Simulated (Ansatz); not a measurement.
The cell is built from the bcc type as a first guess.

Sc: DFT, PBE, PAW with Ansatz's default frozen-core files, scalar-relativistic (Ansatz 0.2.0).

The relaxation starts from this cell:

```
CELL_PARAMETERS angstrom
-1.77128 1.77128 1.77128
1.77128 -1.77128 1.77128
1.77128 1.77128 -1.77128
ATOMIC_POSITIONS crystal
Sc 0.00000 0.00000 0.00000
```

Output:

```
Engine: ansatz 0.2.0
Pseudopotentials: kind: paw
Pseudopotential: Sc, paw, valence charge 11, recommended cutoff 420 eV (normal)
Functional definition: PBE
  parameter kappa = 0.804
  parameter beta = 0.06672455060314922
  exchange = pbe_x(kappa = kappa, mu = beta*pi^2/3)
  correlation = pbe_c(beta = beta)
Crystal: 1 atoms, lattice volume = 22.229 Å³
Basis set: ecut = 420 eV, 429 PW (Γ), exchange–correlation on 48×48×48 points (8 copies of the dense FFT grid, shifted against one another)
Bands: 10, of which v1, the nominal top of the filled ones, is band 6 counted from 1 (5 counted from 0)
Symmetry: 48 space group operations
Space group: Im-3m (ITA 229), of the structure as read, at distance tolerance 2.8e-5 Å
k-points: 84 of 2197
Non-local potential: Sc, projectors of the file, l = 0: 3, l = 1: 2, l = 2: 3, l = 3: 1
PAW form: soft (Blöchl's): semilocal exchange-correlation on the pseudo side does not see the compensation charge
PAW one-centre angular grid: Sc, 590 points (default); XC on 64 Gauss nodes
Initial density: superposition of atomic densities (neutral atoms: chi_scale 0, normalization atom), corrected by the library's trained network
Initial wavefunctions: pseudopotential atomic-orbital guess
Functional: x = pbe(κ = 0.804, μ = 0.2195149727645171), c = pbe(β = 0.06672455060314922)
SCF iter   1: F=—  HF=-2135.660784 eV  |F-HF|=—  |Δ(HF+E_count)|=         —  Δρ=1.26e-3  dr2=1.23e-4  ethr=1.77e-3  ⟨swp⟩=4.1  Hψ=4409  notcnv=0
preconditioner: auto → none  [metal: Δε(μ)=0.008 eV  Ē_g=4.170 eV  σ=0.050 eV  W_gap=0.04  n_scr=0 (ndim 8)  ℏωp=13.6 eV  f_vac=0.000  D(μ)=2.44/eV (n_scr^D=42)]
SCF iter   2: F=—  HF=-2135.660600 eV  |F-HF|=—  |Δ(HF+E_count)|=   1.85e-4  Δρ=6.73e-4  dr2=3.68e-5  ethr=1.12e-6  ⟨swp⟩=2.5  Hψ=1894  notcnv=0
SCF iter   3: F=—  HF=-2135.660626 eV  |F-HF|=—  |Δ(HF+E_count)|=   2.60e-5  Δρ=2.98e-4  dr2=4.94e-6  ethr=3.35e-7  ⟨swp⟩=2.1  Hψ=1207  notcnv=0
SCF iter   4: F=—  HF=-2135.660636 eV  |F-HF|=—  |Δ(HF+E_count)|=   1.00e-5  Δρ=4.89e-5  dr2=4.31e-7  ethr=4.49e-8  ⟨swp⟩=2.4  Hψ=1098  notcnv=0
iter 5 did not close the SCF: its close was put off for the readings that it lacked (scf_convergence_deferred on its scf_iter line)
SCF iter   5: F=-2135.660636 eV  HF=-2135.660636 eV  |F-HF|=3.28e-10  |Δ(HF+E_count)|=   7.68e-8  Δρ=3.38e-6  dr2=1.38e-9  ethr=3.92e-9  ⟨swp⟩=2.6  Hψ=1347  notcnv=0
SCF iter   6: F=-2135.660636 eV  HF=-2135.660636 eV  |F-HF|=0.00e0  |Δ(HF+E_count)|=  8.05e-11  Δρ=1.68e-7  dr2=2.28e-12  ethr=1.26e-11  ⟨swp⟩=1.1  Hψ=2445  notcnv=0
SCF 1 converged in 6 iterations: F = -2135.660636 eV  dr2 = 2.28e-12
  greatest PAW one-centre occupation: 0.998 electrons in one spin orbital (limit 2), on the Sc atom at site 0 (counted from 0), in its partial waves of l = 0
relax step   1: F+E_penalty+E_count = -2135.66063559 eV  Δ(F+E_penalty+E_count) = +0.000e0 eV  max|allowed force component| = 0.000e0 eV/Å  Δτ_max = 0.0000 Å  P = +7.164 GPa  Ω = 22.229 Å³  (6 SCF iters, dr2 threshold 1.00e-7 eV, accepted)
Crystal: 1 atoms, lattice volume = 25.650 Å³
Basis set: ecut = 420 eV, 531 PW (Γ), exchange–correlation on 48×48×48 points (8 copies of the dense FFT grid, shifted against one another)
Initial density: handed on by an earlier stage of this run
Initial wavefunctions: those handed on with the density
iter 1 solved again at ethr=4.90e-6 eV; its pass at ethr=3.10e-3 eV (dr2=5.39e-4 eV) is discarded
SCF iter   1: F=—  HF=-2135.710191 eV  |F-HF|=—  |Δ(HF+E_count)|=         —  Δρ=1.73e-3  dr2=5.30e-4  ethr=4.90e-6  ⟨swp⟩=1.8  Hψ=6040  notcnv=0
preconditioner: auto → none  [metal: Δε(μ)=0.023 eV  Ē_g=3.684 eV  σ=0.050 eV  W_gap=0.11  n_scr=0 (ndim 8)  ℏωp=12.7 eV  f_vac=0.000  D(μ)=2.66/eV (n_scr^D=42)]
SCF iter   2: F=—  HF=-2135.710641 eV  |F-HF|=—  |Δ(HF+E_count)|=   4.49e-4  Δρ=8.91e-4  dr2=1.38e-4  ethr=4.82e-6  ⟨swp⟩=1.2  Hψ=878  notcnv=0
SCF iter   3: F=—  HF=-2135.710820 eV  |F-HF|=—  |Δ(HF+E_count)|=   1.80e-4  Δρ=2.60e-4  dr2=1.91e-5  ethr=1.25e-6  ⟨swp⟩=2.0  Hψ=975  notcnv=0
SCF iter   4: F=—  HF=-2135.710817 eV  |F-HF|=—  |Δ(HF+E_count)|=   3.39e-6  Δρ=2.34e-5  dr2=4.77e-8  ethr=9.09e-10  ⟨swp⟩=2.6  Hψ=3149  notcnv=0
SCF iter   5: F=-2135.710817 eV  HF=-2135.710817 eV  |F-HF|=5.53e-10  |Δ(HF+E_count)|=   4.61e-9  Δρ=3.77e-6  dr2=2.09e-9  ethr=4.34e-10  ⟨swp⟩=1.8  Hψ=2524  notcnv=0
SCF 2 converged in 5 iterations: F = -2135.710817 eV  dr2 = 2.09e-9
relax step   2: F+E_penalty+E_count = -2135.71081691 eV  Δ(F+E_penalty+E_count) = -5.018e-2 eV  max|allowed force component| = 0.000e0 eV/Å  Δτ_max = 0.0000 Å  P = -1.560 GPa  Ω = 25.650 Å³  energy of the carried Pulay correction = -5.271e-4 eV  (5 SCF iters, dr2 threshold 1.00e-7 eV, accepted)
Crystal: 1 atoms, lattice volume = 24.963 Å³
Basis set: ecut = 420 eV, 459 PW (Γ), exchange–correlation on 48×48×48 points (8 copies of the dense FFT grid, shifted against one another)
iter 1 solved again at ethr=1.46e-7 eV; its pass at ethr=3.10e-3 eV (dr2=1.61e-5 eV) is discarded
SCF iter   1: F=—  HF=-2135.714722 eV  |F-HF|=—  |Δ(HF+E_count)|=         —  Δρ=3.12e-4  dr2=1.65e-5  ethr=1.46e-7  ⟨swp⟩=2.2  Hψ=5868  notcnv=0
preconditioner: auto → none  [metal: Δε(μ)=0.013 eV  Ē_g=3.782 eV  σ=0.050 eV  W_gap=0.07  n_scr=0 (ndim 8)  ℏωp=12.9 eV  f_vac=0.000  D(μ)=2.57/eV (n_scr^D=42)]
SCF iter   2: F=—  HF=-2135.714736 eV  |F-HF|=—  |Δ(HF+E_count)|=   1.39e-5  Δρ=1.67e-4  dr2=4.67e-6  ethr=1.46e-7  ⟨swp⟩=1.0  Hψ=840  notcnv=0
SCF iter   3: F=-2135.714741 eV  HF=-2135.714741 eV  |F-HF|=3.09e-8  |Δ(HF+E_count)|=   5.09e-6  Δρ=1.29e-5  dr2=3.51e-8  ethr=9.09e-10  ⟨swp⟩=3.0  Hψ=3002  notcnv=0
SCF 3 converged in 3 iterations: F = -2135.714741 eV  dr2 = 3.51e-8
relax step   3: F+E_penalty+E_count = -2135.71474128 eV  Δ(F+E_penalty+E_count) = -3.924e-3 eV  max|allowed force component| = 0.000e0 eV/Å  Δτ_max = 0.0000 Å  P = -0.198 GPa  Ω = 24.963 Å³  energy of the carried Pulay correction = -4.310e-4 eV  (3 SCF iters, dr2 threshold 1.00e-7 eV, accepted)
Crystal: 1 atoms, lattice volume = 24.866 Å³
iter 1 solved again at ethr=3.90e-9 eV; its pass at ethr=3.10e-3 eV (dr2=4.29e-7 eV) is discarded
SCF iter   1: F=—  HF=-2135.714812 eV  |F-HF|=—  |Δ(HF+E_count)|=         —  Δρ=4.67e-5  dr2=3.76e-7  ethr=3.90e-9  ⟨swp⟩=2.0  Hψ=5423  notcnv=0
preconditioner: auto → none  [metal: Δε(μ)=0.014 eV  Ē_g=3.794 eV  σ=0.050 eV  W_gap=0.07  n_scr=0 (ndim 8)  ℏωp=12.9 eV  f_vac=0.000  D(μ)=2.56/eV (n_scr^D=42)]
SCF iter   2: F=—  HF=-2135.714813 eV  |F-HF|=—  |Δ(HF+E_count)|=   1.30e-6  Δρ=2.55e-5  dr2=1.07e-7  ethr=3.42e-9  ⟨swp⟩=1.5  Hψ=897  notcnv=0
SCF iter   3: F=-2135.714813 eV  HF=-2135.714813 eV  |F-HF|=2.75e-8  |Δ(HF+E_count)|=   1.23e-7  Δρ=1.09e-5  dr2=3.08e-8  ethr=8.94e-10  ⟨swp⟩=3.8  Hψ=2227  notcnv=0
SCF 4 converged in 3 iterations: F = -2135.714813 eV  dr2 = 3.08e-8
relax step   4: F+E_penalty+E_count = -2135.71481335 eV  Δ(F+E_penalty+E_count) = -7.207e-5 eV  max|allowed force component| = 0.000e0 eV/Å  Δτ_max = 0.0000 Å  P = +0.007 GPa  Ω = 24.866 Å³  energy of the carried Pulay correction = -4.171e-4 eV  (3 SCF iters, dr2 threshold 9.83e-8 eV, accepted)
Initial wavefunctions: pseudopotential atomic-orbital guess (no wavefunctions were taken with the density)
iter 1 solved again at ethr=9.40e-8 eV; its pass at ethr=3.10e-3 eV (dr2=1.03e-5 eV) is discarded
SCF iter   1: F=—  HF=-2135.715144 eV  |F-HF|=—  |Δ(HF+E_count)|=         —  Δρ=1.56e-4  dr2=8.66e-7  ethr=9.40e-8  ⟨swp⟩=2.1  Hψ=6259  notcnv=0
SCF iter   2: F=—  HF=-2135.715146 eV  |F-HF|=—  |Δ(HF+E_count)|=   2.55e-6  Δρ=7.55e-5  dr2=2.01e-7  ethr=7.87e-9  ⟨swp⟩=2.5  Hψ=1322  notcnv=0
SCF iter   3: F=—  HF=-2135.715147 eV  |F-HF|=—  |Δ(HF+E_count)|=   2.63e-7  Δρ=1.71e-5  dr2=3.24e-8  ethr=1.83e-9  ⟨swp⟩=1.7  Hψ=943  notcnv=0
SCF iter   4: F=—  HF=-2135.715147 eV  |F-HF|=—  |Δ(HF+E_count)|=   1.03e-9  Δρ=2.26e-6  dr2=3.38e-10  ethr=2.94e-10  ⟨swp⟩=2.4  Hψ=1305  notcnv=0
SCF iter   5: F=-2135.715147 eV  HF=-2135.715147 eV  |F-HF|=9.09e-13  |Δ(HF+E_count)|=  2.32e-10  Δρ=7.23e-8  dr2=3.97e-13  ethr=1.00e-12  ⟨swp⟩=3.0  Hψ=3318  notcnv=0
SCF 5 converged in 5 iterations: F = -2135.715147 eV  dr2 = 3.97e-13
relax step   5: F+E_penalty+E_count = -2135.71514668 eV  Δ(F+E_penalty+E_count) = -3.333e-4 eV  max|allowed force component| = 0.000e0 eV/Å  Δτ_max = 0.0000 Å  P = -0.004 GPa  Ω = 24.866 Å³  stress off target by 4.41e-3 GPa  SCF on the basis re-selected at this cell (its energy is not comparable with the rows above)  (5 SCF iters)
basis re-selected at this cell: Δ(F+E_penalty+E_count) = -3.333e-4 eV, ΔP = -0.012 GPa vs the last step (what re-selecting the basis moved, of the pressure what is left beyond the Pulay correction that the steps carried, after the strain that the cell walked since its last selection, with what the two solves' SCF thresholds leave and, on support functions, any second-order correction that the steps lacked; it is no measure of the basis error at this ecutwfc). This SCF's stress stands 4.41e-3 GPa from its target on what of the cell is left free (relax.cell.stress_tol is 5.00e-2 GPa) and its largest allowed force component is 0.00e0 eV/Å (relax.f_tol is 5.00e-3 eV/Å): within both
SCF converged after 5 iterations
Free energy (F): -2135.715147 eV
Harris-Foulkes:  -2135.715147 eV  (|F-HF|=9.09e-13)
Internal energy: -2135.693899 eV  (E = F + TS)
E sigma→0 (E₀):  -2135.704523 eV
Entropy (-TS):   -0.021248 eV (-21.248 meV/atom)
Fermi energy:    9.269346 eV
--- Per-component energies (eV) ---
  E_band       = -170.437351
  E_kinetic    = 260.026890
  E_local      = -845.643518  (includes V_loc(G=0)·N_el)
  E_nonlocal   = 83.096425
  E_hartree    = 288.319135
  E_xc         = -103.957806
  E_vxc        = -128.642108  (∫ρ·V_xc dr)
  E_paw        = -955.409925  (= ΣΔE_a)
  E_vpaw       = -115.913317  (= ΣTr[D̂ρ^β])
  E_aug_tail   = 0.000009  (compensation charges beyond the density's cutoff)
  E_ewald      = -862.125109
  E_smearing   = -0.021248  (= −TS)
  E_closure    = 0.000000  (closes the sum)
  Σ components = -2135.715147   (vs F -2135.715147, Δ=0.00e0)
--- Forces (eV/Å), atoms counted from 1 ---
  atom   1  Sc    -0.00000000     0.00000000     0.00000000
  max |Σ_I F_I| component: 4.31e-32 eV/Å
--- Stress (GPa, compression-positive) ---
       -0.004411       0.000000      -0.000000
        0.000000      -0.004411      -0.000000
        0.000000      -0.000000      -0.004411
  P = ⅓ Tr σ = -0.0044 GPa (-0.044 kbar)
--- Relaxed structure (4 steps of the walk, 4 accepted, 1 SCFs on fresh bases) ---
  F+E_penalty+E_count = -2135.71514668 eV   max|allowed force component| = 0.000e0 eV/Å   (the final SCF, on the basis selected at the relaxed cell)
  cell:  # Å, volume = 24.8663 Å³
    - [-1.8387250820312118, 1.8387250820312118, 1.8387250820312118]
    - [1.8387250820312118, -1.8387250820312118, 1.8387250820312118]
    - [1.8387250820312118, 1.8387250820312118, -1.8387250820312118]
  atoms:
    - { symbol: Sc, position: [0.0, 0.0, 0.0] }
```

Spin polarisation is left out, and whether a magnetic state lies lower isn't shown here.
